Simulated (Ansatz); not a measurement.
**TiAl: generalised stacking fault**

Computed with Ansatz 0.2.0, DFT r2SCAN, scalar-relativistic, plane waves, PAW. The runs took a 500 eV cutoff, a Γ-centred 19×13×7 mesh and Gaussian smearing (0.15 eV). No spin polarisation. Energies are free energies at this smearing, counted from the undisturbed cell; pressure is positive in compression.

The undisturbed cell (relaxed at this level; with this scan's settings it stands at 0.1 GPa; it needn't be the usual structure):

```
CELL_PARAMETERS angstrom
0.00000 0.00000 -3.17135
-3.17135 3.17135 0.00000
6.34269 6.34269 0.00000
ATOMIC_POSITIONS crystal
Ti 0.00000 0.00000 0.87500
Ti 0.00000 0.50000 0.12500
Ti 0.00000 0.00000 0.37500
Ti 0.00000 0.50000 0.62500
Al 0.50000 0.00000 0.12500
Al 0.50000 0.50000 0.37500
Al 0.50000 0.00000 0.62500
Al 0.50000 0.50000 0.87500
```

The cut lies on the cell's a–b face, a (1 1 0) plane (indices in the standard cell, whose axes needn't be the Cartesian ones shown) of area 14.22 Å², between layers 2.24 Å apart. Vector c is tilted by f times 1·a + 0·b (length 3.171 Å) with the atoms' Cartesian places fixed: one unrelaxed fault a cell. The cell is metallic on the mesh throughout.

| f | γ (mJ/m²) |
| --- | --- |
| 0.0000 | 0 |
| 0.1000 | 203 |
| 0.2000 | 759 |
| 0.4000 | 2104 |

Predict the shear traction, the slope of γ along the slip (GPa) at each point.

| f | shear traction, the slope of γ along the slip (GPa) |
| --- | --- |
| 0.0000 | 0.0 |
| 0.1000 | 12.6 |
| 0.2000 | 21.5 |
| 0.4000 | 15.3 |

Cost: 4 runs of about 22 core-minutes in all, on Intel Xeon Platinum 8259CL (Skylake/Cascade Lake) (shared hosts).